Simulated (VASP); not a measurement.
## HfO2 (fluorite): one PBEsol relaxation of cell and atoms in two programs

Start cell

```xyz
3
Lattice="0.0000 2.5488 2.5488 2.5488 0.0000 2.5488 2.5488 2.5488 0.0000" Properties=species:S:1:pos:R:3 pbc="T T T"
Hf    0.0000    0.0000    0.0000
O     1.2744    1.2744    1.2744
O     3.8232    3.8232    3.8232
```

Datasets and cutoffs are each program's own. VASP's cell holds 22 valence electrons and Ansatz's 38.

Cutoffs: 600 eV in VASP, 420 eV in Ansatz. k meshes: 8×8×8 and 8×8×8.

```tsv
	VASP	Ansatz
relaxed cell vector lengths	3.549, 3.549, 3.549 Å	3.567, 3.567, 3.567 Å
relaxed cell volume	31.60 Å³	32.08 Å³
```
